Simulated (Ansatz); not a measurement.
## HfS$_{2}$ from its elements: all-electron against pseudopotential results

```
CELL_PARAMETERS angstrom
3.59352 0.00000 0.00000
-1.79676 3.11208 0.00000
0.00000 0.00000 5.94596
ATOMIC_POSITIONS crystal
Hf 0.00000 0.00000 0.00000
S 0.66667 0.33333 0.75633
S 0.33333 0.66667 0.24367
```

The cell comes from a relaxation on PAW files under the same functional, begun from a database entry that needn't be the ground state.

All numbers are PBEsol results (scalar-relativistic) from Ansatz 0.2.0, with a Γ-centred 8×8×4 k mesh, Fermi–Dirac smearing of 0.02 eV, no spin polarisation. Methods: LAPW: all electrons, basis error target 0.5 meV/atom; PAW: frozen-core files, cutoff 420 eV.

The elements are taken as Hf hcp, S S6 rings, each relaxed on PAW files under the same functional and computed by the same method as the compound; zero-point and thermal terms are left out. The functional lacks long-range dispersion, which matters for the layered or molecular reference states. S6 rings stand in for α-S8.

Spin–orbit coupling is left out, which matters for the heavy atoms. The PAW files were made under PBE.

Question: What is the formation energy by LAPW, and how far do the other methods lie from it?

Answer: -1.612 eV/atom; PAW -2.1 meV/atom. The compound is bound against these elements; other compounds of the system weren't compared.

Question: Give the LAPW value for one formula unit in kJ/mol.

Answer: -1.612 eV/atom × 3 atoms × 96.485 kJ/(mol·eV) = -466.6 kJ/mol, at zero temperature and without zero-point motion.
